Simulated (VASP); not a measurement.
# HfS2 (P-3m1) in VASP: a series of runs

Aim: see how the results for HfS2 move with the level of theory and the settings. Levels: LDA, PBE+D3(BJ). Tasks: relaxation of cell and atoms.

Everything below comes from runs of VASP 6.6.1. Logs are shortened: lines on timing, memory, paths and dates and some standing lists are left out, and cuts for length are marked.

## (1) The crystal as given

It takes space group P-3m1 (No. 164, trigonal). The conventional cell has a = 3.640 Å, b = 3.640 Å, c = 6.056 Å, α = 90.00°, β = 90.00°, γ = 120.00°. Around Hf (site symmetry -3m) lie 6 S at 2.54 Å. Around S (site symmetry 3m) lie 3 Hf at 2.54 Å.

The cell is a database's computed one.

## (2) Relaxation of cell and atoms, LDA

Contents of INCAR:

```
ALGO = Normal
EDIFF = 1E-6
EDIFFG = -0.01
ENCUT = 600
GGA = CA
IBRION = 2
ISIF = 3
ISMEAR = 0
KPAR = 2
LASPH = T
LCHARG = F
LREAL = F
LWAVE = F
NELM = 80
NSW = 90
PREC = Accurate
SIGMA = 0.03
```

Contents of KPOINTS:

```
k-points
0
Gamma
  9 9 5
```

Contents of POSCAR:

```
HfS2
1.0
    3.6396641800      0.0000000000      0.0000000000
   -1.8198320900      3.1520416411      0.0000000000
    0.0000000000      0.0000000000      6.0555624700
Hf S
1 2
Direct
    0.0000000000      0.0000000000      0.0000000000
    0.6666666700      0.3333333300      0.7639520500
    0.3333333300      0.6666666700      0.2360479500
```

Potentials or basis: VASP PAW LDA potentials, release 64 (Hf_pv, S).

The run is started by

```bash
cat potpaw_LDA.64/Hf_pv/POTCAR potpaw_LDA.64/S/POTCAR > POTCAR
mpirun -np 2 vasp_std > vasp.out
```

OUTCAR:

```text
EDIFF = 1E-6
   EDIFFG = -0.01
   ENCUT = 600
   GGA = CA
   IBRION = 2
   ISIF = 3
   ISMEAR = 0
   LASPH = T
   LREAL = F
   NELM = 80
   NSW = 90
   PREC = Accurate

 ion  position               nearest neighbor table
   1  0.000  0.000  0.000-   2 2.54   3 2.54   3 2.54   2 2.54   2 2.54   3 2.54
   2  0.667  0.333  0.764-   1 2.54   1 2.54   1 2.54
   3  0.333  0.667  0.236-   1 2.54   1 2.54   1 2.54

  LATTYP: Found a hexagonal cell.
 ALAT       =     3.6396641800
 C/A-ratio  =     1.6637695596

  Lattice vectors:

 A1 = (   3.6396641800,   0.0000000000,   0.0000000000)
 A2 = (  -1.8198320900,   3.1520416411,   0.0000000000)
 A3 = (   0.0000000000,   0.0000000000,   6.0555624700)

Analysis of symmetry for initial positions (statically):
=====================================================================
 Subroutine PRICEL returns:
 Original cell was already a primitive cell.

 Routine SETGRP: Setting up the symmetry group for a
 hexagonal supercell.

 Subroutine GETGRP returns: Found 12 space group operations
 (whereof 12 operations were pure point group operations)
 out of a pool of 24 trial point group operations.

The static configuration has the point symmetry D_3d.

Analysis of symmetry for dynamics (positions and initial velocities):
=====================================================================
 Subroutine PRICEL returns:
 Original cell was already a primitive cell.

 Routine SETGRP: Setting up the symmetry group for a
 hexagonal supercell.

 Subroutine GETGRP returns: Found 12 space group operations
 (whereof 12 operations were pure point group operations)
 out of a pool of 24 trial point group operations.

The dynamic configuration has the point symmetry D_3d.

 Subroutine INISYM returns: Found 12 space group operations
 (whereof 12 operations are pure point group operations),
 and found     1 'primitive' translations

----------------------------------------------------------------------------------------

                                     Primitive cell

  volume of cell :      69.4717

  direct lattice vectors                    reciprocal lattice vectors
     3.639664180  0.000000000  0.000000000     0.274750623  0.158627346  0.000000000
    -1.819832090  3.152041641  0.000000000     0.000000000  0.317254692  0.000000000
     0.000000000  0.000000000  6.055562470     0.000000000  0.000000000  0.165137426

  length of vectors
     3.639664180  3.639664180  6.055562470     0.317254692  0.317254692  0.165137426

  position of ions in fractional coordinates (direct lattice)
     0.000000000  0.000000000  0.000000000
     0.666666670  0.333333330  0.763952050
     0.333333330  0.666666670  0.236047950

  ion indices of the primitive-cell ions
   primitive index   ion index
                 1           1
                 2           2
                 3           3

----------------------------------------------------------------------------------------

 KPOINTS: k-points

Automatic generation of k-mesh.
 Grid dimensions read from file:
 generate k-points for:    9    9    5

 Generating k-lattice:

  Cartesian coordinates                     Fractional coordinates (reciprocal lattice)
     0.030527847  0.017625261  0.000000000     0.111111111  0.000000000  0.000000000
     0.000000000  0.035250521  0.000000000     0.000000000  0.111111111  0.000000000
     0.000000000  0.000000000  0.033027485     0.000000000  0.000000000  0.200000000

  Length of vectors
     0.035250521  0.035250521  0.033027485

  Shift w.r.t. Gamma in fractional coordinates (k-lattice)
     0.000000000  0.000000000  0.000000000

 Subroutine IBZKPT returns following result:
 ===========================================

 Found     50 irreducible k-points:

 Following reciprocal coordinates:
            Coordinates               Weight
  0.000000  0.000000  0.000000      1.000000
  0.111111  0.000000  0.000000      6.000000
  0.222222 -0.000000  0.000000      6.000000
  0.333333 -0.000000  0.000000      6.000000
  0.444444 -0.000000  0.000000      6.000000
  0.111111  0.111111  0.000000      6.000000
[... 16 lines left out ...]
  0.222222  0.111111  0.200000     12.000000
 -0.111111  0.333333  0.200000     12.000000
 [... further k-points ...]
   k-points           NKPTS =     50   k-points in BZ     NKDIM =     50   number of bands    NBANDS=     15
   number of dos      NEDOS =    301   number of ions     NIONS =      3
   total plane-waves  NPLWV =  43200
   dimension x,y,z NGX =    30 NGY =   30 NGZ =   48
   dimension x,y,z NGXF=    60 NGYF=   60 NGZF=   96
   ions per type =               1   2
   NGX,Y,Z   is equivalent  to a cutoff of  13.70, 13.70, 13.18 a.u.
   NGXF,Y,Z  is equivalent  to a cutoff of  27.41, 27.41, 26.36 a.u.
 SYSTEM =  unknown system
   PREC   = accura    normal or accurate (medium, high low for compatibility)
   ISTART =      0    job   : 0-new  1-cont  2-samecut
   ICHARG =      2    charge: 1-file 2-atom 10-const
   ISPIN  =      1    spin polarized calculation?
   LNONCOLLINEAR =      F non collinear calculations
   LSORBIT =      F    spin-orbit coupling
   LASPH  =      T    aspherical Exc in radial PAW
   ENCUT  =  600.0 eV  44.10 Ry    6.64 a.u.   7.27  7.27 12.09*2*pi/ulx,y,z
   NELM   =     80;   NELMIN=  2; NELMDL= -5     # of ELM steps
   EDIFF  = 0.1E-05   stopping-criterion for ELM
   LREAL  =      F    real-space projection
   EDIFFG = -.1E-01   stopping-criterion for IOM
   NSW    =     90    number of steps for IOM
   IBRION =      2    ionic relax: 0-MD 1-quasi-New 2-CG
   NFREE  =      1    steps in history (QN), initial steepest desc. (CG)
   ISIF   =      3    stress and relaxation
   ISYM   =      2    0-nonsym 1-usesym 2-fastsym
   POTIM  = 0.5000    time-step for ionic-motion
   TEBEG  =    0.0;   TEEND  =   0.0 temperature during run
   PSTRESS=    0.0 pullay stress
   NELECT =      22.0000    total number of electrons
   NUPDOWN=      -1.0000    fix difference up-down
   EMIN   =  10.00;   EMAX   =-10.00  energy-range for DOS
   EFERMI =   0.00;   METHOD = LEGACY
   ISMEAR =     0;   SIGMA  =   0.03  broadening in eV -4-tet -1-fermi 0-gaus
   EFERMI_NEDOS =   21; number of points for ismear=-14 and -15
   IALGO  =     38    algorithm
   IMIX   =      4    mixing-type and parameters
     AMIX     =   0.40;   BMIX     =  1.00
     AMIX_MAG =   1.60;   BMIX_MAG =  1.00
  volume/ion in A,a.u.               =      23.16       156.27
  Fermi-wavevector in a.u.,A,eV,Ry     =   1.115869  2.108686 16.941474  1.245163
  Thomas-Fermi vector in A             =   2.252478
   LORBIT       =      0    0 simple, 1 ext, 2 COOP (PROOUT), +10 PAW based schemes
   GGA     = CA    functional components
   LHFCALC =     F    Hartree Fock is set to
   AEXX    =    0.0000 exact exchange contribution
   IVDW    =     0    specifies the selected vdW correction
   LEPSILON=     F    determine dielectric tensor
   LRPA    =     F    only Hartree local field effects (RPA)
 conjugate gradient relaxation of ions
 non-spin polarized calculation
 Gauss-broadening in eV      SIGMA  =   0.03
  energy-cutoff  :      600.00
  volume of cell :       69.47
 maximum number of plane-waves:      2346
 NGX is ok and might be reduce to    30
   NGX = 15   NGY = 15   NGZ = 25

--------------------------------------- Ionic step        1  -------------------------------------------

 number of electron      22.0000001 magnetization

 Free energy of the ion-electron system (eV)
  ---------------------------------------------------
  ext. energy  EPLUGINS =         0.00000000
  ---------------------------------------------------
  free energy    TOTEN  =       -24.80803693 eV

  energy without entropy =      -24.80803693  energy(sigma->0) =      -24.80803693

 E-fermi :   2.9244     XC(G=0):  -9.7750

 val. band max:        2.7385720946   @ k =   0.1111   0.0000   0.0000
 cond. band min:       3.8031533161   @ k =   0.0000   0.4444   0.4000
 fundamental gap:      1.0645812215
 Fermi energy:         2.9243918523

 k-point     1 :       0.0000    0.0000    0.0000
  band No.  band energies     occupation
      1     -27.8108      2.00000
      2     -27.7025      2.00000
      3     -27.7025      2.00000
      4     -10.2035      2.00000
      5      -8.5218      2.00000
      6      -1.8707      2.00000
      7      -0.0309      2.00000
      8      -0.0309      2.00000
      9       2.6709      2.00000
     10       2.7121      2.00000
     11       2.7121      2.00000
     12       4.6096      0.00000
     13       4.6096      0.00000
     14       5.2749      0.00000
[... 401 lines left out ...]
      2     -27.7865      2.00000
      3     -27.7378      2.00000
      4      -9.3270      2.00000
      5      -8.6656      2.00000
      6      -1.1447      2.00000
      7      -0.5440      2.00000
      8      -0.0575      2.00000
      9       0.3369      2.00000
     10       1.3090      2.00000
     11       2.2715      2.00000
     12       4.5449      0.00000
     13       5.7200      0.00000
     14       6.6668      0.00000
     15       7.6515      0.00000

 [... further k-points ...]

------------------------ aborting loop because EDIFF is reached ----------------------------------------

  FORCE on cell =-STRESS in cart. coord.  units (eV):
  Direction    XX          YY          ZZ          XY          YZ          ZX
  --------------------------------------------------------------------------------------
  -------------------------------------------------------------------------------------
  Total       -2.0854552     -2.0854552     -1.3152782      0.0000000      0.0000000      0.0000000
  in kB      -48.0954162    -48.0954162    -30.3333565      0.0000000      0.0000000      0.0000000
  external PRESSURE =     -42.1747296 kB  Pullay stress =       0.0000000 kB
[... 92 lines left out ...]
  FREE ENERGIE OF THE ION-ELECTRON SYSTEM (eV)
  ---------------------------------------------------
  free  energy   TOTEN  =       -24.8473383827 eV

  energy  without entropy=      -24.8473383827  energy(sigma->0) =      -24.84733838

 E-fermi :   3.3314     XC(G=0):  -9.9752

 val. band max:        3.1673076431   @ k =   0.0000   0.0000   0.0000
 cond. band min:       4.1017002628   @ k =   0.0000   0.4444   0.4000
 fundamental gap:      0.9343926197
 Fermi energy:         3.3313609143

 k-point     1 :       0.0000    0.0000    0.0000
  band No.  band energies     occupation
      1     -27.2702      2.00000
      2     -27.1432      2.00000
      3     -27.1432      2.00000
      4     -10.0364      2.00000
      5      -8.2283      2.00000
      6      -1.7264      2.00000
      7       0.2927      2.00000
      8       0.2927      2.00000
      9       3.0181      2.00000
     10       3.1673      2.00000
     11       3.1673      2.00000
     12       5.0378      0.00000
     13       5.0378      0.00000
     14       5.6600      0.00000
[... 401 lines left out ...]
      2     -27.2388      2.00000
      3     -27.1874      2.00000
      4      -9.0768      2.00000
      5      -8.3814      2.00000
      6      -0.9163      2.00000
      7      -0.2726      2.00000
      8       0.1835      2.00000
      9       0.6668      2.00000
     10       1.6629      2.00000
     11       2.6333      2.00000
     12       4.9160      0.00000
     13       6.2111      0.00000
     14       7.2499      0.00000
     15       8.1981      0.00000

 [... further k-points ...]

[... ionic steps 4 to 10 ...]

--------------------------------------- Ionic step       11  -------------------------------------------

 number of electron      22.0000001 magnetization

------------------------ aborting loop because EDIFF is reached ----------------------------------------
[... 69 lines left out ...]
--------------------------------------- Ionic step       13  -------------------------------------------

 number of electron      22.0000001 magnetization

 Free energy of the ion-electron system (eV)
  ---------------------------------------------------
  ext. energy  EPLUGINS =         0.00000000
  ---------------------------------------------------
  free energy    TOTEN  =       -24.87890309 eV

  energy without entropy =      -24.87890309  energy(sigma->0) =      -24.87890309

 E-fermi :   4.1823     XC(G=0): -10.3670

 val. band max:        4.0479772159   @ k =   0.0000   0.0000   0.0000
 cond. band min:       4.6964672752   @ k =   0.0000   0.4444   0.4000
 fundamental gap:      0.6484900593
 Fermi energy:         4.1823085994

 k-point     1 :       0.0000    0.0000    0.0000
  band No.  band energies     occupation
      1     -26.5900      2.00000
      2     -26.4607      2.00000
      3     -26.4607      2.00000
      4      -9.4960      2.00000
      5      -7.4864      2.00000
      6      -1.3620      2.00000
      7       0.9983      2.00000
      8       0.9983      2.00000
      9       3.8828      2.00000
     10       3.8828      2.00000
     11       4.0480      2.00000
     12       5.7384      0.00000
     13       5.7384      0.00000
     14       6.2811      0.00000
[... 401 lines left out ...]
      2     -26.5574      2.00000
      3     -26.5064      2.00000
      4      -8.5023      2.00000
      5      -7.6915      2.00000
      6      -0.4397      2.00000
      7       0.3259      2.00000
      8       0.9233      2.00000
      9       1.2995      2.00000
     10       2.3814      2.00000
     11       3.3306      2.00000
     12       5.5356      0.00000
     13       6.9077      0.00000
     14       7.9462      0.00000
     15       8.8759      0.00000

 [... further k-points ...]

------------------------ aborting loop because EDIFF is reached ----------------------------------------

  FORCE on cell =-STRESS in cart. coord.  units (eV):
  Direction    XX          YY          ZZ          XY          YZ          ZX
  --------------------------------------------------------------------------------------
  -------------------------------------------------------------------------------------
  Total       -0.0038685     -0.0038685      0.0208860      0.0000000     -0.0000000      0.0000000
  in kB       -0.0996992     -0.0996992      0.5382700      0.0000000     -0.0000000      0.0000000
  external PRESSURE =       0.1129572 kB  Pullay stress =       0.0000000 kB
[... 18 lines left out ...]
  FREE ENERGIE OF THE ION-ELECTRON SYSTEM (eV)
  ---------------------------------------------------
  free  energy   TOTEN  =       -24.8789030873 eV

  energy  without entropy=      -24.8789030873  energy(sigma->0) =      -24.87890309

 reached required accuracy - stopping structural energy minimisation
```

Run time: 1.7 min. Hardware: 2 MPI ranks of Intel Xeon 6975P-C (Granite Rapids), shared host; peak memory 0.21 GiB.

What came out:

```
Free energy                            : -24.8789 eV
Relaxed volume                         : 20.72 Å³/atom
Relaxed cell                           : a = 3.556 Å, b = 3.556 Å, c = 5.678 Å, α = 90.00°, β = 90.00°, γ = 120.00°
Space group after relaxing (to 0.05 Å) : P-3m1 (No. 164)
Energy gained by relaxing              : 23.6 meV/atom
Ionic steps                            : 13
Pressure after relaxing                : 0.0 GPa
Largest force after relaxing           : 0.006 eV/Å
Band gap on the k mesh                 : 0.65 eV, indirect (least direct gap 1.62 eV)
```

Forces on the atoms (eV/Å):
```
Hf   0.000  0.000  0.000
S    0.000  0.000 -0.006
S    0.000  0.000  0.006
```

Step by step:
```tsv
step	energy change (eV)	largest force (eV/Å)	pressure (GPa)	volume (Å³)
1	0.0000	0.2504	-4.22	69.47
2	0.0296	1.0641	6.29	63.52
3	-0.0393	0.2766	-0.15	66.82
4	-0.0393	0.2877	-0.07	66.77
5	-0.0459	0.1945	-0.09	66.36
6	-0.0489	0.0691	-0.13	65.83
7	-0.0527	0.0613	-0.16	65.44
8	-0.0625	0.0387	-0.22	64.27
9	-0.0706	0.0157	-0.06	61.92
10	-0.0708	0.0004	-0.11	62.35
11	-0.0709	0.0042	-0.09	62.22
12	-0.0704	0.0595	0.53	61.86
13	-0.0709	0.0056	0.01	62.17
```

Final structure:
```xyz
3
Lattice="3.5557 0.0000 0.0000 -1.7779 3.0794 0.0000 0.0000 0.0000 5.6778" Properties=species:S:1:pos:R:3 pbc="T T T"
Hf    0.0000    0.0000    0.0000
S     1.7779    1.0265    4.2349
S     0.0000    2.0529    1.4429
```

Caveat: spin-orbit coupling is left out, which moves the levels of the heavy elements; an odd mesh through Γ misses points on the zone boundary, where band edges often lie.

## (3) Relaxation of cell and atoms, LDA

This run uses another cell than the first one, of 20.72 Å³/atom, 0.895 times its volume.

Edit INCAR of step 2 so:

```diff
@@ -1,4 +1,4 @@
 ALGO = Normal
-EDIFF = 1E-6
-EDIFFG = -0.01
+EDIFF = 1E-7
+EDIFFG = -0.005
 ENCUT = 600
```

KPOINTS is that of step 2.

Contents of POSCAR:

```
HfS2                                    
1.0
    3.5557291470      0.0000000000     -0.0000000000
   -1.7778645735      3.0793517702      0.0000000000
    0.0000000000      0.0000000000      5.6777553662
  Hf              S             
     1     2
Direct
     0.0000000000000000    0.0000000000000000    0.0000000000000000
     0.6666666699999979    0.3333333300000021    0.7458751016173452
     0.3333333300000021    0.6666666699999979    0.2541248983826548
```

Potentials or basis: VASP PAW LDA potentials, release 64 (Hf_pv, S).

The run is started by

```bash
cat potpaw_LDA.64/Hf_pv/POTCAR potpaw_LDA.64/S/POTCAR > POTCAR
mpirun -np 2 vasp_std > vasp.out
```

Run time: 16 s. Hardware: 2 MPI ranks of Intel Xeon 6975P-C (Granite Rapids), shared host; peak memory 0.19 GiB.

It converged, with:

```
Free energy               : -24.8784 eV
Energy gained by relaxing : 0.0 meV/atom
Ionic steps               : 2
Pressure after relaxing   : 0.0 GPa
Band gap on the k mesh    : 0.65 eV, indirect (least direct gap 1.62 eV)
```

Final structure:
```
Hf S
1.0
     3.55532    0.00000    0.00000
    -1.77766    3.07900    0.00000
     0.00000    0.00000    5.67909
Hf S
1 2
Direct
  0.00000 0.00000 0.00000
  0.66667 0.33333 0.74583
  0.33333 0.66667 0.25417
```

Levels at points of the mesh, in eV from the valence-band top:
| k point | band 7 | band 8 | band 9 | band 10 | band 11 | band 12 | band 13 | band 14 | band 15 |
| --- | --- | --- | --- | --- | --- | --- | --- | --- | --- |
| (0.00, 0.00, 0.00) | -3.05 | -3.05 | -0.16 | -0.16 | 0.00 | 1.69 | 1.69 | 2.23 | 5.18 |

Caveat: spin-orbit coupling is left out, which moves the levels of the heavy elements; an odd mesh through Γ misses points on the zone boundary, where band edges often lie.

(Continued in part 2 of 2.)
